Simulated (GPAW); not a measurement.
Here is a GPAW 26.7.0 calculation.

File run.py:

```python
from ase import Atoms
from ase.dft.bandgap import bandgap
from ase.io import write
from ase.units import GPa
from gpaw import GPAW, PW, setup_paths

setup_paths.insert(0, '.')

atoms = Atoms(['Co', 'Co', 'Ti', 'Ti', 'Ti', 'Ti'],
              cell=[[0.0, 3.365, 3.365],
                    [3.365, 0.0, 3.365],
                    [3.365, 3.365, 0.0]],
              scaled_positions=[[0.75, 0.75, 0.75],
                                [0.5, 0.5, 0.5],
                                [0.125, 0.625, 0.125],
                                [0.125, 0.125, 0.625],
                                [0.625, 0.125, 0.125],
                                [0.125, 0.125, 0.125]],
              pbc=True)
atoms.set_initial_magnetic_moments([2.0, 2.0, 1.0, 1.0, 1.0, 1.0])

calc = GPAW(mode=PW(600),
            xc='PBEsol',
            kpts={'size': (5, 5, 5), 'gamma': True},
            occupations={'name': 'fermi-dirac', 'width': 0.05},
            setups={'Co': ':d,3.0'},
            nbands=61,
            convergence={'density': 1e-05, 'energy': 1e-05},
            maxiter=150,
            txt='gpaw.txt')
atoms.calc = calc
energy = atoms.get_potential_energy()
forces = atoms.get_forces()
stress = atoms.get_stress()
calc.write('gs.gpw')
write('result.traj', atoms)
print(f'Energy: {energy:.6f} eV')
print('Forces (eV/A):')
print(forces.round(4))
print('Stress (GPa):', (stress / GPa).round(3))
print('Moments:', calc.get_magnetic_moments().round(3))
print('Fermi level:', round(calc.get_fermi_level(), 4), 'eV')
print(f'Gap: {bandgap(calc)[0]:.4f} eV, direct: {bandgap(calc, direct=True)[0]:.4f} eV')

path = atoms.cell.bandpath('GXWKGLUWLK,UX', npoints=60, eps=1e-4)
bs_calc = calc.fixed_density(kpts=path, symmetry='off', nbands=84,
                             convergence={'bands': 'CBM+6.0', 'eigenstates': 1e-6}, txt='bands.txt')
bs = bs_calc.band_structure()
bs.write('bs.json')
print(f'Gap on the path: {bandgap(bs_calc)[0]:.4f} eV')
```

Potentials or basis: PAW data sets generated in the run's folder for this functional, pw.

The run is started by

```sh
$ gpaw-setup -f PBEsol Co Ti
$ OMP_NUM_THREADS=1 python run.py
```

(1) Estimate the band gap along the path.

(2) What does it give for the net moment?

(3) Predict the pressure.

Answers

(1) none (metal or under the smearing width).

(2) 2.87 μB per cell.

(3) 22.9 GPa.

Caveat: the U is typed as a test and isn't derived for this compound.
